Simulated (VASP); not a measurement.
Runs of VASP 6.6.1 on ZrS2. The cell holds a slab with vacuum, 6 atoms: a = 3.630 Å, b = 3.630 Å, c = 23.766 Å, α = 90.00°, β = 90.00°, γ = 120.00°. 

| task | level | cell | smearing | atoms held fixed (from 0) | gap on the mesh (eV) | largest force (eV/Å) |
| --- | --- | --- | --- | --- | --- | --- |
| relaxation of the atoms | optB86b-vdW | atoms relaxed from: the (0 0 1) slab of ZrS2, cut from the database cell, not relaxed | gaussian 0.05 eV | [0, 4, 1] | (a) | - |
| single point | PBE | the (0 0 1) slab of ZrS2, cut from the database cell, not relaxed | fermi-dirac 0.05 eV | - | 1.00 | 0.19 |
| work function | PBE | the (0 0 1) slab of ZrS2, cut from the database cell, not relaxed | gaussian 0.05 eV | - | 1.00 | 0.19 |
| relaxation of the atoms | PBE+D3(BJ) | atoms relaxed from: the (0 0 1) slab of ZrS2, cut from the database cell, not relaxed | gaussian 0.05 eV | [0, 4, 1] | 0.98 | - |

Alike in all rows: potentials or basis VASP PAW PBE potentials, release 64 (S, Zr_sv); no spin polarisation; k mesh 8 × 8 × 1; cutoff (eV) 520.

**Question.** Estimate the missing entries.

**Answer.** (a) 0.96.

Caveats: the PAW data sets were made with another functional, which shifts forces and pressure a little (some runs).

A k mesh can miss the band edges, and the runs leave out spin-orbit coupling on Zr.
